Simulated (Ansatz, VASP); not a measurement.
## One calculation of PbO, two programs

The input INCAR:

```
SYSTEM = PbO
  PREC = Accurate
  ENCUT = 520
  EDIFF = 1E-6
  ISMEAR = 0
  SIGMA = 0.05
  LREAL = .FALSE.
  LASPH = .TRUE.
  NELM = 80
  ALGO = Normal
  ISIF = 2
  LWAVE = .FALSE.
  LCHARG = .FALSE.
  NBANDS = 28
```

File KPOINTS:

```
Automatic mesh
0
G
  8 8 6
  0 0 0
```

The input POSCAR:

```
PbO
1.0
    3.9744000000      0.0000000000      0.0000000000
    0.0000000000      3.9744000000      0.0000000000
    0.0000000000      0.0000000000      5.0220000000
Pb O
2 2
Direct
    0.0000000000      0.5000000000      0.2351000000
    0.5000000000      0.0000000000      0.7649000000
    0.0000000000      0.0000000000     -0.0398247710
    0.5000000000      0.5000000000     -0.0398247710
```

Input for Ansatz:

```yaml
crystal:
  lattice:
    - [3.9744, 0.0, 0.0]
    - [0.0, 3.9744, 0.0]
    - [0.0, 0.0, 5.022]
  atoms:
    - { symbol: Pb, position: [0.0, 0.5, 0.2351] }
    - { symbol: Pb, position: [0.5, 0.0, 0.7649] }
    - { symbol: O, position: [0.0, 0.0, -0.039824771] }
    - { symbol: O, position: [0.5, 0.5, -0.039824771] }
basis:
  ecutwfc: 420
kpoints:
  mp_grid: { grid: [8, 8, 6] }
hamiltonian:
  xc: lda
scf:
  occupations: { method: gaussian, width: 0.05 }
output:
  forces: true
  stress: true
  eigenvalues: true
```

Change from the starting cell: all O atoms moved -0.200 Å, as atom 3 along Cartesian [0 0 1].

Alike in both runs: task single point; functional LDA; k mesh 8 × 8 × 6; occupations gaussian, width 0.05 eV; no spin polarisation.

```csv
,VASP,Ansatz
version,VASP 6.6.1,Ansatz 0.2.0
potentials or method,"VASP PAW LDA potentials, release 64 (Pb_d, O)","scalar-relativistic, plane waves, PAW"
plane-wave cutoff (eV),520,420
valence electrons in the cell,40,40
```

```csv
,VASP,Ansatz,Ansatz less VASP
gap on the k mesh at the Fermi level (eV),1.06,1.09,+0.022
least direct gap on the mesh (eV),2.04,2.03,-0.009
pressure (GPa),-0.7,-0.9,-0.22
largest component of the traceless stress (GPa),1.34,1.31,-0.021
rms of the force components (eV/Å),0.928,0.922,-0.0064
```

Atom by atom the forces differ by 0.030 eV/Å (rms over components).

Caveats: spin-orbit coupling is left out, which as a rule narrows the gap of such compounds by several tenths of an eV; forces of over 1 eV/Å show positions far from the minimum, so gaps and moduli don't describe the material at rest. A k mesh can miss the band edges.
